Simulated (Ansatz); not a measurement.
SnO — ¹⁷O NMR of the central transition

Cell: a COD entry, ions relaxed with PBE at fixed cell.

```
Sn O
1.0
     2.50000   -2.86000    0.00000
     2.50000    2.86000    0.00000
     0.00000    0.00000   11.12000
Sn O
4 4
Direct
  0.00006 0.99994 0.98582
  0.99994 0.00006 0.48582
  0.49968 0.50032 0.27117
  0.50032 0.49968 0.77117
  0.99981 0.50000 0.37851
  0.00019 0.50000 0.87851
  0.50000 0.00019 0.37851
  0.50000 0.99981 0.87851
```

Sites (sets of like atoms) are named by element and the number of their first atom in this list.

Computed with Ansatz: DFT, r2SCAN, plane waves and PAW, scalar-relativistic, 500 eV cutoff, Γ-centred 8×8×3 k-points, Fermi–Dirac smearing 0.02 eV.

¹⁷O has I = 5/2 and Q = -25.58 mb (Pyykkö 2018); at 7.05 T its Larmor frequency is ν₀ = 40.7 MHz. Only the quadrupole interaction is simulated: positions count from each site's isotropic chemical shift, and J coupling is left out, as are shift anisotropy and dipolar coupling, which fast spinning averages.

Task: Simulate the second-order pattern (fast magic-angle spinning, Gaussian broadening 0.1 kHz) of site O (4 Sn at 2.24 Å).

Result: The calculation gives C_Q = 3.28 MHz and η = 0.40, so ν_Q = 0.492 MHz and the centre of gravity lies at -41.1 ppm (-1.67 kHz).

(offset (kHz), height): (-4.246, 0), (-4.061, 5), (-3.875, 8), (-3.690, 9), (-3.505, 9), (-3.320, 10), (-3.135, 14), (-2.950, 33), (-2.764, 38), (-2.579, 45), (-2.394, 64), (-2.209, 100), (-2.024, 73), (-1.839, 66), (-1.653, 66), (-1.468, 69), (-1.283, 80), (-1.098, 100), (-0.913, 73), (-0.728, 60), (-0.542, 53), (-0.357, 48), (-0.172, 16), (0.013, 0)

At this cell the r2SCAN pressure is -1.5 GPa (principal stresses up to 11 GPa in size), so it isn't the equilibrium cell of r2SCAN. The entry's cell may itself be off. The largest force is 0.5 eV/Å, so the atoms aren't at the calculated equilibrium and relaxing them would move these values. Without spin–orbit coupling (the program notes it for Sn) the gradients can shift somewhat, as the gap is small. The database positions were far from equilibrium, so the relaxed structure may not be the compound's real one.
